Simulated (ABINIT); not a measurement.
Crystal: Mg.

```
Mg
1.0
     3.17683    0.00000    0.00000
    -1.58841    2.75121    0.00000
     0.00000    0.00000   10.31886
Mg
4
Direct
  0.66667 0.33333 0.75000
  0.00000 0.00000 0.50000
  0.33333 0.66667 0.25000
  0.00000 0.00000 0.00000
```

Base run:

| Quantity | Value |
| --- | --- |
| Program | ABINIT 10.8.3 (patched build) |
| Functional | revPBE |
| Potentials or basis | JTH PAW PBE v2.0 |
| Cutoff | 517 eV |
| k mesh | 10 × 10 × 3 |
| Occupations | fermi-dirac, width 0.05 eV |
| Spin | no spin polarisation |

Its results: band gap on the k mesh none (metal or under the smearing width); pressure 1.4 GPa.

Q: The run is repeated on the same cell with these changes: functional from revPBE to HCTH407. What comes out?

A: Band gap on the k mesh none (metal or under the smearing width); pressure -0.5 GPa.

Caveats: the PAW data sets were made with another functional, which shifts forces and pressure a little.
